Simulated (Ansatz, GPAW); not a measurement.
Given: the input of a run of GPAW 26.7.0 (ASE script) on TiNi. The cell comes from a database or a generator and needn't be the stable form of this composition.

Contents of run.py:

```python
from ase import Atoms
from ase.dft.bandgap import bandgap
from ase.io import write
from ase.units import Bohr, GPa
from gpaw import GPAW, PW, setup_paths
from gpaw.elf import elf_from_dft_calculation

setup_paths.insert(0, '.')

atoms = Atoms(['Ni', 'Ni', 'Ti', 'Ti'],
              cell=[[3.821946, 0.0, 0.0],
                    [0.0, 3.821946, 0.0],
                    [0.0, 0.0, 3.63625]],
              scaled_positions=[[0.0, 0.0, 0.0],
                                [0.5, 0.5, 0.0],
                                [0.5, 0.0, 0.519199],
                                [0.0, 0.5, 0.480801]],
              pbc=True)
atoms.set_initial_magnetic_moments([1.0, 1.0, 1.0, 1.0])

calc = GPAW(mode=PW(600),
            xc='PBEsol',
            kpts={'size': (7, 7, 7), 'gamma': True},
            occupations={'name': 'fermi-dirac', 'width': 0.05},
            nbands=49,
            convergence={'density': 1e-05, 'energy': 1e-05},
            maxiter=150,
            txt='gpaw.txt')
atoms.calc = calc
energy = atoms.get_potential_energy()
forces = atoms.get_forces()
stress = atoms.get_stress()
calc.write('gs.gpw')
write('result.traj', atoms)
print(f'Energy: {energy:.6f} eV')
print('Forces (eV/A):')
print(forces.round(4))
print('Stress (GPa):', (stress / GPa).round(3))
print('Moments:', calc.get_magnetic_moments().round(3))
print('Fermi level:', round(calc.get_fermi_level(), 4), 'eV')
print(f'Gap: {bandgap(calc)[0]:.4f} eV, direct: {bandgap(calc, direct=True)[0]:.4f} eV')

# fields on the real-space grid
write('density.cube', atoms, data=calc.get_pseudo_density() * Bohr**3)
write('potential.cube', atoms, data=calc.get_electrostatic_potential())
write('spin.cube', atoms, data=(calc.get_pseudo_density(spin=0) - calc.get_pseudo_density(spin=1)) * Bohr**3)
write('elf.cube', atoms, data=elf_from_dft_calculation(calc).data)
```

Potentials or basis: PAW data sets generated in the run's folder for this functional, pw.

Run with:

```bash
$ gpaw-setup -f PBEsol Ni Ti
$ OMP_NUM_THREADS=1 python run.py
```

What does the same run look like in Ansatz 0.2.0? Potentials or basis there: all-electron LAPW, scalar-relativistic.

As run (cutoffs and basis follow the program's own potentials, and thresholds, step limits or extra output files can differ):

File input.yaml:

```yaml
crystal:
  lattice:
    - [3.821946, 0.0, 0.0]
    - [0.0, 3.821946, 0.0]
    - [0.0, 0.0, 3.63625]
  atoms:
    - { symbol: Ni, position: [0.0, 0.0, 0.0], spin: 1.0 }
    - { symbol: Ni, position: [0.5, 0.5, 0.0], spin: 1.0 }
    - { symbol: Ti, position: [0.5, 0.0, 0.519199], spin: 1.0 }
    - { symbol: Ti, position: [0.0, 0.5, 0.480801], spin: 1.0 }
kpoints:
  mp_grid: { grid: [7, 7, 7] }
scf:
  occupations: { method: fermi_dirac, width: 0.05 }
hamiltonian:
  xc: pbesol
  pseudopotentials: { kind: all_electron, lapw: { basis_error: 0.001 } }
magnetization:
  spin_polarized: true
output:
  forces: true
  stress: true
  eigenvalues: true
  populations: true
```

Potentials or basis: all-electron LAPW, scalar-relativistic.

Command:

```bash
$ ansatz run input.yaml --threads 4 --pin off --max-ram 12288MiB --backend cpu --events-out ev --progress --plain --runs-dir out
```

Both were run:

|  | GPAW | Ansatz |
| --- | --- | --- |
| Pressure | -4.8 GPa | -5.2 GPa |
| Largest force | 0.118 eV/Å | 0.099 eV/Å |
| Net moment | 0.00 μB per cell | 0.00 μB per cell |

Where Ansatz's input types no cutoff or centring, it takes its own default and a Γ-centred mesh.

The magnetic state is the one that the start led to; the real crystal's order can differ.

Pressure is positive in compression.
